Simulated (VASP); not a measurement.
Here is a VASP 6.6.1 calculation.

Contents of INCAR:

```
ALGO = Fast
EDIFF = 1E-6
EDIFFG = -0.005
ENCUT = 600
GGA = PS
IBRION = 2
ISIF = 3
ISMEAR = 0
LASPH = T
LCHARG = F
LREAL = F
LWAVE = F
NELM = 100
NSW = 70
PREC = Accurate
SIGMA = 0.02
```

KPOINTS

```
k-points
0
Gamma
  8 8 8
```

POSCAR

```
AgCl
1.0
    0.0000000000      2.8053419116      2.8053419116
    2.8053419116      0.0000000000      2.8053419116
    2.8053419116      2.8053419116      0.0000000000
Ag Cl
1 1
Direct
    0.0000000000      0.0000000000      0.0000000000
    0.5000000000      0.5000000000      0.5000000000
```

Potentials or basis: VASP PAW PBE potentials, release 64 (Ag, Cl).

Launch:

```console
$ cat potpaw_PBE.64/Ag/POTCAR potpaw_PBE.64/Cl/POTCAR > POTCAR
$ mpirun -np 1 vasp_std > vasp.out
```

**Question.** What does it give for the space group after relaxing (to 0.05 Å)?

**Answer.** Fm-3m (No. 225).

**Question.** What does it give for the relaxed cell?

**Answer.** a = 3.851 Å, b = 3.851 Å, c = 3.851 Å, α = 60.00°, β = 60.00°, γ = 60.00°.

Step by step:
```csv
step,energy change (eV),largest force (eV/Å),pressure (GPa),volume (Å³)
1,0.0000,0.0000,-4.04,44.16
2,-0.0516,0.0000,-0.44,40.69
3,-0.0520,0.0000,-0.04,40.38
4,-0.0520,0.0000,0.11,40.30
5,-0.0520,0.0000,0.00,40.39
```

Caveat: the PAW data sets were made with another functional, which shifts forces and pressure a little.
